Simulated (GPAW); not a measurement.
# C (Fd-3m) in GPAW: notebook

Aim: see how the results for C move with the level of theory and the settings. Levels: LDA, PBE. Tasks: single point.

Everything below comes from runs of GPAW 26.7.0. Logs are shortened: lines on timing, memory, paths and dates and some standing lists are left out, and cuts for length are marked. The log counts tension as positive stress, the text compression.

## (1) The structure

The structure is cubic, space group Fd-3m (No. 227). Conventional cell: a = 3.567 Å, b = 3.567 Å, c = 3.567 Å, α = 90.00°, β = 90.00°, γ = 90.00°. C (site symmetry -43m) has 4 C at 1.54 Å as nearest neighbours.

This isn't the form of C at room conditions, which is graphite.

## (2) Single point, LDA

The input, run.py:

```python
from ase.dft.bandgap import bandgap
from ase.io import write
from ase.spacegroup import crystal
from ase.units import GPa
from gpaw import GPAW, PW

# C 8a
atoms = crystal(['C'],
                basis=[[0.25, 0.25, 0.25]],
                spacegroup=227, setting=1,  # Fd-3m
                cellpar=[3.56674, 3.56674, 3.56674, 90.0, 90.0, 90.0],
                primitive_cell=True)

calc = GPAW(mode=PW(650),
            xc='LDA',
            kpts={'size': (10, 10, 10), 'gamma': True},
            occupations={'name': 'fermi-dirac', 'width': 0.05},
            nbands=11,
            convergence={'density': 1e-05, 'energy': 1e-05},
            maxiter=80,
            txt='gpaw.txt')
atoms.calc = calc
energy = atoms.get_potential_energy()
forces = atoms.get_forces()
stress = atoms.get_stress()
calc.write('gs.gpw')
write('result.traj', atoms)
print(f'Energy: {energy:.6f} eV')
print('Forces (eV/A):')
print(forces.round(4))
print('Stress (GPa):', (stress / GPa).round(3))
print('Fermi level:', round(calc.get_fermi_level(), 4), 'eV')
print(f'Gap: {bandgap(calc)[0]:.4f} eV, direct: {bandgap(calc, direct=True)[0]:.4f} eV')
```

Potentials or basis: the program's PAW data sets (release 1.2.1) made for this functional, pw.

Command:

```console
> OMP_NUM_THREADS=1 python run.py
```

gpaw.txt:

```text
__  _  _
 | _ |_)|_||  |
 |__||  | ||/\| - 26.7.0

Input parameters:
  mode=PW(ecut=650.0),
  convergence={'density': 1e-05, 'energy': 1e-05},
  kpts=MonkhorstPack(size=(10, 10, 10), gamma=True),
  maxiter=80,
  nbands=11,
  occupations=Occupations(name='fermi-dirac', width=0.05),
  xc=XC(name='LDA')

Diagonalizing LCAO Hamiltonian
Converting LCAO to pw mode

          C
       C

Atoms  # Å, Bohr magnetons
|   | symbol |        x |        y |        z |    initial magnetic moments |
|---|--------|----------|----------|----------|-----------------------------|
| 0 |      C | 0.891685 | 0.891685 | 0.891685 | ( 0.0000,  0.0000,  0.0000) |
| 1 |      C | 0.000000 | 0.000000 | 0.000000 | ( 0.0000,  0.0000,  0.0000) |

Unit cell  # Å
| periodic |        x |        y |        z |  lengths |    angles |
|----------|----------|----------|----------|----------|-----------|
|      yes | 0.000000 | 1.783370 | 1.783370 | 2.522066 | 60.000000 |
|      yes | 1.783370 | 0.000000 | 1.783370 | 2.522066 | 60.000000 |
|      yes | 1.783370 | 1.783370 | 0.000000 | 2.522066 | 60.000000 |

Number of symmetries: 24
Symmetry operations  # r_c * U_cc + t_c -> r_c
|    | kind |            matrix            |
|----|------|------------------------------|
|  0 |  E   |  1, 0, 0,  0, 1, 0,  0, 0, 1 |
|  1 |  σ   |  1, 0, 0,  0, 0, 1,  0, 1, 0 |
|  2 |  σ   |  1, 0,-1,  0, 1,-1,  0, 0,-1 |
|  3 |  C3  |  1, 0,-1,  0, 0,-1,  0, 1,-1 |
|  4 |  C3  |  1,-1, 0,  0,-1, 1,  0,-1, 0 |
|  5 |  σ   |  1,-1, 0,  0,-1, 0,  0,-1, 1 |
|  6 |  σ   |  0, 1, 0,  1, 0, 0,  0, 0, 1 |
|  7 |  C3  |  0, 1, 0,  0, 0, 1,  1, 0, 0 |
|  8 |  C2  |  0, 1,-1,  1, 0,-1,  0, 0,-1 |
|  9 |  S4  |  0, 1,-1,  0, 0,-1,  1, 0,-1 |
| 10 |  C3  |  0, 0, 1,  1, 0, 0,  0, 1, 0 |
| 11 |  σ   |  0, 0, 1,  0, 1, 0,  1, 0, 0 |
| 12 |  S4  |  0, 0,-1,  1, 0,-1,  0, 1,-1 |
| 13 |  C3  |  0, 0,-1,  0, 1,-1,  1, 0,-1 |
| 14 |  S4  |  0,-1, 1,  1,-1, 0,  0,-1, 0 |
| 15 |  C2  |  0,-1, 1,  0,-1, 0,  1,-1, 0 |
| 16 |  C3  |  0,-1, 0,  1,-1, 0,  0,-1, 1 |
| 17 |  S4  |  0,-1, 0,  0,-1, 1,  1,-1, 0 |
| 18 |  S4  | -1, 1, 0, -1, 0, 1, -1, 0, 0 |
| 19 |  C3  | -1, 1, 0, -1, 0, 0, -1, 0, 1 |
| 20 |  C3  | -1, 0, 1, -1, 1, 0, -1, 0, 0 |
| 21 |  S4  | -1, 0, 1, -1, 0, 0, -1, 1, 0 |
| 22 |  σ   | -1, 0, 0, -1, 1, 0, -1, 0, 1 |
| 23 |  C2  | -1, 0, 0, -1, 0, 1, -1, 1, 0 |

BZ-sampling:
  Number of BZ points: 1000
  Number of IBZ points: 47

  Monkhorst-Pack size: [10, 10, 10]
  Monkhorst-Pack shift: [0.05, 0.05, 0.05]

K-points  # in reciprocal-cell coordinates
|     |                                coordinates |     weight |
|-----|--------------------------------------------|------------|
|   0 | (  0.00000000,   0.00000000,   0.00000000) | 0.00100000 |
|   1 | (  0.10000000,   0.10000000,   0.00000000) | 0.00600000 |
|   2 | (  0.10000000,   0.10000000,   0.10000000) | 0.00800000 |
|   3 | (  0.20000000,   0.10000000,   0.10000000) | 0.01200000 |
|   4 | (  0.20000000,   0.20000000,   0.00000000) | 0.00600000 |
|   5 | (  0.20000000,   0.20000000,   0.10000000) | 0.02400000 |
|   6 | (  0.20000000,   0.20000000,   0.20000000) | 0.00800000 |
|   7 | (  0.30000000,   0.20000000,   0.10000000) | 0.02400000 |
|   8 | (  0.30000000,   0.20000000,   0.20000000) | 0.02400000 |
|   9 | (  0.30000000,   0.30000000,   0.00000000) | 0.00600000 |
| ... |                                            |            |
|  46 | (  0.50000000,   0.50000000,   0.50000000) | 0.00400000 |

Plane wave coefficients: 444
Cutoff: 650.0 eV

Spin-components: 1 (collinear spins)
Bands:           11
Projectors:      10
Spin-degeneracy: 2
Datatype:        complex128

Density:
  Valence electrons: 8.0
  Components: 1
  Grid points: [15 15 15]
  Charge: 0.0  # |e|

Potential:
  Grid points: [15 15 15]

species:
  C:
    name:    Carbon
    Z:       6.0
    valence: 4
    core:    2
    charge:  0.0  # [|e|]
    compensation charges:
      type: gauss
      rc: 0.20  # [Å]
      lmax: 2
    cutoffs:
      filter: 1.14  # [Å]
      core: 1.14  # [Å]
    projectors
    | kind |    occ | energy [eV] | rcut [Å] |
    |------|--------|-------------|----------|
    |   2s |  2.000 |     -13.639 |    0.635 |
    |   2p |  2.000 |      -5.414 |    0.635 |
    |    s |        |      13.573 |    0.635 |
    |    p |        |      21.797 |    0.635 |
    |    d |        |       0.000 |    0.635 |

    Using partial waves for C as LCAO basis

Reference energy: -2037.605076  # eV

eigensolver:
  PPCG
  Converge bands: occupied
  niter=2

density mixing:
  MSR1-Mixer
  Pratt-step length: 0.05
  Maximum mixing coefficient: 0.75
  Old densities: 10
  SVD Regularization: 0.005
  Good broyden scale: 1.0
  Trust region scale: 1.0
  Backstep threshold: 4.0
  History deletion threshold: 6.0
  Fourier metric: weight=20.0, sigma=0.015

occupation numbers:
  Fermi-Dirac:
    width: 0.0500  # eV

poisson solver:
  ecut: 5200.0  # eV

xc functional:
  name: None

convergence criteria:
- Maximum integral of absolute [dens]ity change: 1e-05 electrons / valence electron
- Maximum [total energy] change in last 3 cyles: 1e-05 eV / valence electron
- Maximum integral of absolute [eigenst]ate change: 4e-08 eV^2 / valence electron
maximum number of iterations: 80

SCF iterations
|iter     | |      energy | eigst |  dens |
|---------|-|-------------|-------|-------|
|iter:   1| |  -20.908341 | +0.10 |       |
|iter:   2| |  -20.822270 | -2.73 | -0.79 |
|iter:   3| |  -20.271879 | -1.57 | -0.82 |
|iter:   4| |  -20.261949 | -2.80 | -1.50 |
|iter:   5| |  -20.262321 | -4.49 | -2.22 |
|iter:   6| |  -20.262326 | -6.88 | -3.47 |
|iter:   7| |  -20.262326c| -8.37c| -4.09 |
|iter:   8| |  -20.262326c| -8.78c| -5.27c|

Converged in 8 steps
Energy contributions relative to reference atoms: (reference = -2037.605076)

Energy contributions:
  Kinetic:          17.004875
  Coulomb:         -15.970691
  Zero:              0.039719
  External:          0.000000
  Xc:              -21.336229
  Entropy:          -0.000000
  Spinorbit:         0.000000
  ----------------------------
  Free energy:     -20.262326
  Extrapolated:    -20.262326

dipole moment: (-8.952889, -8.952889, -8.952889)  # |e|*Ang

Fermi level: 13.601
Eigenvalues  # (at kpt = [0.000, 0.000, 0.000])
| band index |      eig [eV] | occ [0-2] |
|------------|---------------|-----------|
|          0 |        -9.518 |     2.000 |
|          1 |        11.806 |     2.000 |
|          2 |        11.806 |     2.000 |
|          3 |        11.806 |     2.000 |
|          4 |        17.354 |     0.000 |
|          5 |        17.354 |     0.000 |
|          6 |        17.354 |     0.000 |
|          7 |        25.356 |     0.000 |
|          8 |        30.827 |     0.000 |
|          9 |        38.493 |     0.000 |
|         10 |        39.012 |     0.000 |

Gap: 4.135 eV
Transition (v -> c):
  (s=0, k=0, n=3, [0.00, 0.00, 0.00]) -> (s=0, k=24, n=4, [0.40, 0.40, 0.00])
Direct/indirect transitions are different
Direct gap: 5.548 eV
Transition at: (s=0, k=0, n=3, [0.00, 0.00, 0.00])

Forces  # eV/Ang
|        x |       y |       z |
|----------|---------|---------|
|  0.00000 | 0.00000 | 0.00000 |  # C    0
| -0.00000 | 0.00000 | 0.00000 |  # C    1

Stress tensor  # eV/Ang^3
|         x |         y |         z |
|-----------|-----------|-----------|
|  0.080744 |  0.000000 | -0.000000 |
|  0.000000 |  0.080744 | -0.000000 |
| -0.000000 | -0.000000 |  0.080744 |

# Writing to gs.gpw (mode='')
```

Run time: 2.3 s. Hardware: 1 thread of AMD EPYC 9R45 (Zen 5), shared host; peak memory 0.13 GiB.

Results:

```yaml
Free_energy: -20.2623 eV
Pressure: -12.9 GPa
Band_gap_on_the_k_mesh: 4.14 eV, indirect (least direct gap 5.55 eV)
```

Caveat: the cutoff is short for stress and forces, so pressures can be off by a GPa or more. A k mesh can miss the band edges.

## (3) Single point, PBE

run.py: that of step 2 with these lines changed.

```diff
@@ -13,4 +13,4 @@
 
-calc = GPAW(mode=PW(650),
-            xc='LDA',
+calc = GPAW(mode=PW(600),
+            xc='PBE',
             kpts={'size': (10, 10, 10), 'gamma': True},
```

Potentials or basis: GPAW PAW data sets (gpaw-data 1.2.1), pw.

Command:

```console
> OMP_NUM_THREADS=1 python run.py
```

It took 4.1 s on 1 thread of Arm Neoverse V2, shared host; peak memory 0.12 GiB.

It converged, with:

```
Free energy            : -18.1800 eV
Pressure               : 2.2 GPa
Band gap on the k mesh : 4.17 eV, indirect (least direct gap 5.60 eV)
```

Levels at points of the mesh, in eV from the valence-band top:
```tsv
k point	band 1	band 2	band 3	band 4	band 5	band 6	band 7
(0.00, 0.00, 0.00)	-21.48	0.00	0.00	0.00	5.60	5.60	5.60
(0.50, 0.50, 0.00)	-12.77	-12.77	-6.30	-6.30	4.76	4.76	16.82
(0.50, 0.50, 0.50)	-15.70	-13.38	-2.80	-2.80	8.47	8.47	8.85
```

Caveat: the cutoff is short for stress and forces, so pressures can be off by a GPa or more. A k mesh can miss the band edges.
